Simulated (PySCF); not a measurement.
# Electronic absorption of C4H10O

Compound: C4H10O.
Structure used (PBE0-D3(BJ)/def2-SVP), in Å, numbered top down from 1:
```xyz
15
C4H10O angstrom
C      1.9692    0.2310   -0.0146
C      0.4956    0.4800   -0.2915
C     -0.3865   -0.7302   -0.0150
C     -1.8620   -0.4901   -0.2931
O     -2.4271    0.5057    0.5200
H      2.1326   -0.0511    1.0378
H      2.3586   -0.5891   -0.6392
H      2.5790    1.1241   -0.2187
H      0.1512    1.3258    0.3305
H      0.3617    0.7958   -1.3426
H     -0.0446   -1.5840   -0.6270
H     -0.2724   -1.0341    1.0403
H     -2.4306   -1.4117   -0.0927
H     -2.0033   -0.2619   -1.3706
H     -2.0390    1.3498    0.2703
```

Method used: TDDFT wB97X-D/def2-SVPD, vertical, gas phase, core orbitals frozen in the response in PySCF 2.14.0, density-fitted response routines.

Question: What does the calculation give for the low-lying excited states?

Answer: 

```tsv
state	E (eV)	E (hartree)	f	main configurations (H = HOMO, L = LUMO)
S1	7.36	0.2704	0.0081	H→L (74%), H→L+1 (17%)
S2	8.48	0.3116	0.030	H→L+2 (78%), H→L+1 (11%)
S3	8.79	0.3232	0.0078	H-1→L (78%)
S4	8.92	0.3279	0.059	H→L+3 (36%), H→L+1 (34%), H→L+4 (11%)
S5	9.08	0.3335	0.038	H→L+3 (42%), H→L (10%), H-2→L (10%)
S6	9.20	0.3380	0.0015	H-2→L (74%)
```

The lowest singlet lies at 7.36 eV (169 nm, vacuum ultraviolet) and is weak; its leading configuration is HOMO→LUMO (74%). The most intense listed level is S4 at 8.92 eV (139 nm, f = 0.059), 1.57 eV above S1. Löwdin shares by element: HOMO oxygen 58%, carbon 26% or more, hydrogen 6% or more; LUMO carbon 25% or more, oxygen 18%, hydrogen 12% or more (atoms not listed hold the other 45%). Orbital energies (eV): HOMO-3 -11.67, HOMO-2 -11.26, HOMO-1 -10.90, HOMO -9.82, LUMO 2.28, LUMO+1 2.69, LUMO+2 2.90. Of the 6 states listed, 3 reach f = 0.01 and none stays under 0.0005. The oscillator strengths of these states sum to 0.144; summed over the whole spectrum of an exact calculation they would give the number of electrons, 42 (Thomas–Reiche–Kuhn). Singlets were solved by full linear response.

One conformer stands for the species.
